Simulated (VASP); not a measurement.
# BaS: kinetic-energy density

BaS, Fm-3m (no. 225), 2 atoms in the cell. PBE; PAW potentials Ba_sv, S (PBE set).

## Input

INCAR:
```
ALGO     = Normal         # electronic algorithm
EDIFF    = 1E-7           # SCF threshold, eV
ENCUT    = 520            # plane-wave cutoff, eV
ISIF     = 2              # what is computed and relaxed
ISMEAR   = 0              # smearing method
LASPH    = True           # aspherical terms in the spheres
LCHARG   = True           # write CHGCAR
LREAL    = False          # projectors in reciprocal space
LTAU     = True         
LWAVE    = False          # write WAVECAR
NELM     = 100            # most SCF steps
PREC     = Accurate       # precision mode
SIGMA    = 0.02           # smearing width, eV
```

KPOINTS:
```
k-points
0
Gamma
  6 6 6
```

POSCAR:
```
BaS
1.0
    0.0000000000      3.1937500000      3.1937500000
    3.1937500000      0.0000000000      3.1937500000
    3.1937500000      3.1937500000      0.0000000000
Ba S
1 1
Direct
    0.0000000000      0.0000000000      0.0000000000
    0.5000000000      0.5000000000      0.5000000000
```

Commands:
```
cat potpaw_PBE.64/Ba_sv/POTCAR potpaw_PBE.64/S/POTCAR > POTCAR
mpirun -np 1 vasp_std > vasp.out
```

## Result

- Kinetic energy of the pseudo orbitals (eV): 329.80

VASP 6.6.1 took 12 s on 1 core (Intel Xeon Platinum 8488C (Sapphire Rapids)), a shared host.
